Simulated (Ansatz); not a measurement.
**Kick test of a cell of ZnS**

It comes from a database structure that was distorted and then relaxed.

Level of theory: DFT PBE, scalar-relativistic, plane waves, PAW (Ansatz). Cutoff 420 eV; k points 8×8×8 on the computed 2-atom cell (Γ-centred); Gaussian smearing, width 0.02 eV; no spin polarisation.

The cell below (2 atoms, space group F-43m (No. 216)) is relaxed within its symmetry.

```
CELL_PARAMETERS angstrom
0.00000 2.72149 2.72149
2.72149 0.00000 2.72149
2.72149 2.72149 0.00000
ATOMIC_POSITIONS crystal
Zn 0.50000 0.50000 0.50000
S 0.25000 0.25000 0.25000
```

For the test a repeat of it with 4 atoms (edges 3.85, 3.85, 6.67 Å) was strained at random (σ = 1.5 % a component), the atoms were moved at random (σ = 0.10 Å), and all was relaxed again on a coarse 6×6×6 mesh (in the run’s order of axes) with 0.10 eV smearing, with no symmetry imposed.

Question: What happens?

Answer: It returns, within 1 meV/atom of the unmoved cell on that mesh and with the same symmetry when read at 0.1 Å. So it is stable against the distortions that fit this cell and that this random move excites. Modes that don't fit the cell aren't tested.
